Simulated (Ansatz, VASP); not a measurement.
Given: the input of a run of Ansatz 0.2.0 on GaP.

The input input.yaml:

```yaml
crystal:
  lattice:
    - [0.0, 2.72525, 2.72525]
    - [2.72525, 0.0, 2.72525]
    - [2.72525, 2.72525, 0.0]
  atoms:
    - { symbol: Ga, position: [0.0, 0.0, 0.0] }
    - { symbol: P, position: [0.75, 0.75, 0.75] }
hamiltonian:
  xc: lda
  pseudopotentials: { kind: paw }
kpoints:
  mp_grid: { grid: [6, 6, 6] }
scf:
  occupations: { method: fixed }
output:
  forces: true
  stress: true
elastic:
  mode: relaxed_ion
  stencil: two_point
```

Potentials or basis: Ansatz PAW.

Launch:

```sh
$ ansatz run input.yaml --threads 2 --pin off --max-ram 5632MiB --backend cpu --events-out ev --progress --plain --runs-dir out
```

Problem. Translate it to VASP 6.6.1. Potentials there: VASP PAW LDA potentials, release 64 (Ga_d, P).

Solution. As run (the cutoff follows the program's own potentials):

The input POSCAR:

```
GaP
1.0
    0.0000000000      2.7252500000      2.7252500000
    2.7252500000      0.0000000000      2.7252500000
    2.7252500000      2.7252500000      0.0000000000
Ga P
1 1
Direct
    0.0000000000      0.0000000000      0.0000000000
    0.7500000000      0.7500000000      0.7500000000
```

Contents of INCAR.step1:

```
PREC = Accurate ; ENCUT = 600
EDIFF = 1E-8 ; ISMEAR = -1
SIGMA = 0.05 ; LREAL = F
LASPH = T ; NELM = 80
ALGO = Normal ; ISIF = 3
LWAVE = F ; LCHARG = F
GGA = CA ; IBRION = 2
NSW = 40 ; EDIFFG = -0.002
```

File INCAR.step2:

```
PREC = Accurate ; ENCUT = 600
EDIFF = 1E-8 ; ISMEAR = -1
SIGMA = 0.05 ; LREAL = F
LASPH = T ; NELM = 80
ALGO = Normal ; ISIF = 3
LWAVE = F ; LCHARG = F
GGA = CA ; IBRION = 6
NFREE = 2 ; POTIM = 0.015
NSW = 1
```

File KPOINTS:

```
regular mesh
0
Gamma
  6 6 6
```

Potentials or basis: VASP PAW LDA potentials, release 64 (Ga_d, P).

Command:

```console
$ cat potpaw_LDA.64/Ga_d/POTCAR potpaw_LDA.64/P/POTCAR > POTCAR
$ cp INCAR.step1 INCAR
$ mpirun -np 1 vasp_std > vasp.out
$ cp CONTCAR POSCAR
$ cp INCAR.step2 INCAR
$ mpirun -np 1 vasp_std > vasp.out
```

Both were run:

|  | VASP | Ansatz | Ansatz less VASP |
| --- | --- | --- | --- |
| elastic constant that differs most (GPa) | 142 | 130 | -11.9 |
| Voigt bulk modulus (GPa) | 90 | 78 | -11.8 |

Caveats: the PAW data sets come from PBE, with cores solved anew for the run's functional, which leaves a small shift of forces and pressure (Ansatz).
